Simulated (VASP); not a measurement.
# InP (F-43m) in VASP: further runs, part 2 of 2

VASP 6.6.1. The steps go on from the part before.

## Step 3: Single point, r2SCAN

This run uses another cell than the first one, of 25.07 Å³/atom, 1.025 times its volume.

Input file POSCAR:

```
InP
1.0
    2.9269267339      2.9269267339      0.0000000000
   -2.9269267339      2.9269267339      0.0000000000
    0.0000000000      2.9269267339      2.9269267339
In P
1 1
Direct
    0.0000000000      0.0000000000      0.0000000000
    0.7500000000      0.2500000000      0.5000000000
```

Input file INCAR.step1:

```
PREC = Accurate ; ENCUT = 520
ISMEAR = 0 ; SIGMA = 0.01
LREAL = F ; LASPH = T
NELM = 100 ; NBANDS = 16
GGA = PE ; ALGO = Normal
EDIFF = 1E-4 ; LWAVE = T
LCHARG = F
```

Input file INCAR.step2:

```
PREC = Accurate ; ENCUT = 520
EDIFF = 1E-7 ; ISMEAR = 0
SIGMA = 0.01 ; LREAL = F
LASPH = T ; NELM = 100
ALGO = Normal ; ISIF = 2
LWAVE = F ; LCHARG = F
METAGGA = R2SCAN ; LMIXTAU = T
NBANDS = 16 ; ISTART = 1
```

Input file KPOINTS:

```
regular mesh
0
Gamma
  8 8 8
```

Potentials or basis: VASP PAW PBE potentials, release 64 (In_d, P).

Started as:

```
cat potpaw_PBE.64/In_d/POTCAR potpaw_PBE.64/P/POTCAR > POTCAR
cp INCAR.step1 INCAR
mpirun -np 1 vasp_std > vasp.out
cp INCAR.step2 INCAR
mpirun -np 1 vasp_std > vasp.out
```

OUTCAR:

```text
PREC = Accurate
   ENCUT = 520
   EDIFF = 1E-7
   ISMEAR = 0
   LREAL = F
   LASPH = T
   NELM = 100
   ISIF = 2
   METAGGA = R2SCAN
   ISTART = 1

 ion  position               nearest neighbor table
   1  0.000  0.000  0.000-   2 2.53   2 2.53   2 2.53   2 2.53
   2  0.750  0.250  0.500-   1 2.53   1 2.53   1 2.53   1 2.53

  LATTYP: Found a face centered cubic cell.
 ALAT       =     5.8538534678

  Lattice vectors:

[... 639 lines left out ...]
     16      17.0489      0.00000

 [... further k-points ...]

------------------------ aborting loop because EDIFF is reached ----------------------------------------

  FORCE on cell =-STRESS in cart. coord.  units (eV):
  Direction    XX          YY          ZZ          XY          YZ          ZX
  --------------------------------------------------------------------------------------
  -------------------------------------------------------------------------------------
  Total        0.5776426      0.5776426      0.5776426      0.0000000      0.0000000     -0.0000000
  in kB       18.4545821     18.4545821     18.4545821      0.0000000      0.0000000     -0.0000000
  external PRESSURE =      18.4545821 kB  Pullay stress =       0.0000000 kB

 VOLUME and BASIS-vectors are now :
 -----------------------------------------------------------------------------
  energy-cutoff  :      520.00
  volume of cell :       50.15
      direct lattice vectors                 reciprocal lattice vectors
     2.926926734  2.926926734  0.000000000     0.170827645  0.170827645 -0.170827645
    -2.926926734  2.926926734  0.000000000    -0.170827645  0.170827645 -0.170827645
     0.000000000  2.926926734  2.926926734     0.000000000  0.000000000  0.341655289

 POSITION                                       TOTAL-FORCE (eV/Angst)
 -----------------------------------------------------------------------------------
      0.00000      0.00000      0.00000         0.000000      0.000000      0.000000
      1.46346      4.39039      1.46346        -0.000000     -0.000000      0.000000
 -----------------------------------------------------------------------------------
    total drift:                                0.000004     -0.000000      0.000000

  FREE ENERGIE OF THE ION-ELECTRON SYSTEM (eV)
  ---------------------------------------------------
  free  energy   TOTEN  =       -32.2896265210 eV

  energy  without entropy=      -32.2896265210  energy(sigma->0) =      -32.28962652
```

OUTCAR.step1:

```text
PREC = Accurate
   ENCUT = 520
   ISMEAR = 0
   LREAL = F
   LASPH = T
[... 676 lines left out ...]
 -----------------------------------------------------------------------------------
      0.00000      0.00000      0.00000        -0.000000     -0.000000      0.000000
      1.46346      4.39039      1.46346         0.000000      0.000000     -0.000000
 -----------------------------------------------------------------------------------
    total drift:                                0.000000     -0.000000      0.000000

  FREE ENERGIE OF THE ION-ELECTRON SYSTEM (eV)
  ---------------------------------------------------
  free  energy   TOTEN  =        -8.3768137630 eV

  energy  without entropy=       -8.3768137630  energy(sigma->0) =       -8.37681376
```

OSZICAR.step1:

```text
N       E                     dE             d eps       ncg     rms          rms(c)
DAV:   1     0.110931493504E+03    0.11093E+03   -0.84049E+03   928   0.124E+03
DAV:   2    -0.152933935450E+01   -0.11246E+03   -0.10799E+03  1016   0.295E+02
DAV:   3    -0.860738132117E+01   -0.70780E+01   -0.70490E+01  1208   0.725E+01
DAV:   4    -0.879162290490E+01   -0.18424E+00   -0.18417E+00  1208   0.129E+01
DAV:   5    -0.880091716650E+01   -0.92943E-02   -0.92941E-02  1392   0.240E+00    0.573E+00
DAV:   6    -0.840553156566E+01    0.39539E+00   -0.62187E-01  1504   0.130E+01    0.344E+00
DAV:   7    -0.837562028073E+01    0.29911E-01   -0.16305E-01  1352   0.323E+00    0.127E+00
DAV:   8    -0.837596992924E+01   -0.34965E-03   -0.15909E-02  1184   0.149E+00    0.336E-01
DAV:   9    -0.837658851577E+01   -0.61859E-03   -0.13093E-03  1184   0.385E-01    0.161E-01
DAV:  10    -0.837673725482E+01   -0.14874E-03   -0.23850E-04  1168   0.212E-01    0.962E-02
DAV:  11    -0.837681376298E+01   -0.76508E-04   -0.14315E-04  1064   0.111E-01
   1 F= -.83768138E+01 E0= -.83768138E+01  d E =-.514578E-45
```

It took 74 s on 1 thread of Intel Xeon Platinum 8259CL at 2.50GHz (Skylake/Cascade Lake), shared host; peak memory 0.19 GiB.

What came out:

```yaml
Free_energy: -32.2896 eV
Pressure: 1.8 GPa
Band_gap_on_the_k_mesh: 1.19 eV, direct
```

Caveat: the PAW data sets were made with another functional, which shifts forces and pressure a little; spin-orbit coupling is left out, which moves the levels of the heavy elements.

## Step 4: Single point, r2SCAN

This run uses another cell than the first one, of 25.07 Å³/atom, 1.025 times its volume.

POSCAR is that of step 3.

Input file INCAR.step1:

```
SYSTEM = InP
  PREC = Accurate
  ENCUT = 520
  ISMEAR = 0
  SIGMA = 0.01
  LREAL = .FALSE.
  LASPH = .TRUE.
  NELM = 100
  NBANDS = 16
  GGA = PE
  ALGO = Normal
  EDIFF = 1E-4
  LWAVE = .TRUE.
  LCHARG = .FALSE.
```

Input file INCAR.step2:

```
SYSTEM = InP
  PREC = Accurate
  ENCUT = 520
  EDIFF = 1E-6
  ISMEAR = 0
  SIGMA = 0.01
  LREAL = .FALSE.
  LASPH = .TRUE.
  NELM = 100
  ALGO = Normal
  ISIF = 2
  LWAVE = .FALSE.
  LCHARG = .FALSE.
  METAGGA = R2SCAN
  LMIXTAU = .TRUE.
  NBANDS = 16
  ISTART = 1
```

Input file KPOINTS:

```
Automatic mesh
0
G
  8 8 8
  0 0 0
```

Started as:

```
cat potpaw_PBE.64/In_d/POTCAR potpaw_PBE.64/P/POTCAR > POTCAR
cp INCAR.step1 INCAR
mpirun -np 1 vasp_std > vasp.out
cp INCAR.step2 INCAR
mpirun -np 1 vasp_std > vasp.out
```

Run time: 62 s. Hardware: 1 thread of Intel Xeon Platinum 8259CL at 2.50GHz (Skylake/Cascade Lake), shared host; peak memory 0.19 GiB.

The run converged. Its results:

- Free energy: -32.2896 eV
- Pressure: 1.9 GPa
- Band gap on the k mesh: 1.19 eV, direct

Levels at points of the mesh, in eV from the valence-band top:
| k point | band 6 | band 7 | band 8 | band 9 | band 10 | band 11 | band 12 | band 13 |
| --- | --- | --- | --- | --- | --- | --- | --- | --- |
| (0.00, 0.00, 0.00) | -12.03 | 0.00 | 0.00 | 0.00 | 1.19 | 4.44 | 4.44 | 4.44 |
| (0.50, 0.00, 0.00) | -10.21 | -5.90 | -1.01 | -1.01 | 1.88 | 5.16 | 5.16 | 7.56 |
| (0.50, 0.50, 0.00) | -9.52 | -5.89 | -2.42 | -2.42 | 2.00 | 2.55 | 9.91 | 10.34 |

Caveat: the PAW data sets were made with another functional, which shifts forces and pressure a little; spin-orbit coupling is left out, which moves the levels of the heavy elements.

## Step 5: Single point, r2SCAN

This run uses another cell than the first one, of 26.59 Å³/atom, 1.087 times its volume.

Input file POSCAR:

```
InP
1.0
    2.9847367417      2.9847367417      0.0000000000
   -2.9847367417      2.9847367417      0.0000000000
    0.0000000000      2.9847367417      2.9847367417
In P
1 1
Direct
    0.0000000000      0.0000000000      0.0000000000
    0.7500000000      0.2500000000      0.5000000000
```

Input file INCAR.step1:

```
PREC = Accurate
ENCUT = 520
ISMEAR = 0
SIGMA = 0.01
LREAL = False
LASPH = True
NELM = 60
NBANDS = 16
GGA = PE
ALGO = Normal
EDIFF = 1E-4
LWAVE = True
LCHARG = False
```

Input file INCAR.step2:

```
PREC = Accurate
ENCUT = 520
EDIFF = 1E-6
ISMEAR = 0
SIGMA = 0.01
LREAL = False
LASPH = True
NELM = 60
ALGO = Normal
ISIF = 2
LWAVE = False
LCHARG = False
METAGGA = R2SCAN
LMIXTAU = True
NBANDS = 16
ISTART = 1
```

Input file KPOINTS:

```
Automatic mesh
0
Gamma
  8 8 8
```

Started as:

```
cat potpaw_PBE.64/In_d/POTCAR potpaw_PBE.64/P/POTCAR > POTCAR
cp INCAR.step1 INCAR
mpirun -np 1 vasp_std > vasp.out
cp INCAR.step2 INCAR
mpirun -np 1 vasp_std > vasp.out
```

Wall time 57 s (1 thread of Intel Xeon Platinum 8259CL at 2.50GHz (Skylake/Cascade Lake), shared host); peak memory 0.19 GiB.

The run converged. Its results:

- Free energy: -32.2861 eV
- Pressure: -2.1 GPa
- Band gap on the k mesh: 0.85 eV, direct

Levels at points of the mesh, in eV from the valence-band top:
```tsv
k point	band 5	band 6	band 7	band 8	band 9	band 10	band 11	band 12	band 13	band 14
(0.00, 0.00, 0.00)	-14.41	-11.63	0.00	0.00	0.00	0.85	4.43	4.43	4.43	8.84
(0.50, 0.00, 0.00)	-14.40	-10.00	-5.59	-0.93	-0.93	1.72	5.15	5.15	7.42	9.81
(0.50, 0.50, 0.00)	-14.38	-9.39	-5.64	-2.23	-2.23	2.09	2.54	9.52	9.93	9.93
```

Caveat: the PAW data sets were made with another functional, which shifts forces and pressure a little; spin-orbit coupling is left out, which moves the levels of the heavy elements. r2SCAN opens gaps a little over a GGA but as a rule still falls short of measured ones.

## Step 6: The runs side by side

| cell | gap on the mesh (eV) | pressure (GPa) |
| --- | --- | --- |
| a = 4.105 Å, angles 60.0, 60.0, 90.0°, 2 atoms | 1.34 | 3.9 |
| a = 4.139 Å, angles 60.0, 60.0, 90.0°, 2 atoms | 1.19 | 1.9 |
| a = 4.221 Å, angles 60.0, 60.0, 90.0°, 2 atoms | 0.85 | -2.1 |

Alike in all rows: task single point; level r2SCAN; potentials or basis VASP PAW PBE potentials, release 64 (In_d, P); no spin polarisation; k mesh 8 × 8 × 8; cutoff (eV) 520; smearing gaussian 0.01 eV.

Caveats: the PAW data sets were made with another functional, which shifts forces and pressure a little; spin-orbit coupling is left out, which moves the levels of the heavy elements.

Absolute energies hang on the potentials; compare differences alone.

## Step 7: Against experiment

Step 4. A measured gap of InP is 1.4236 eV (direct; 1.6 K; a printed reference work, data compilation); the calculated 1.19 eV misses it by -0.23 eV. Spin-orbit coupling on In is left out. The value is that of r2SCAN, without temperature or zero-point motion.
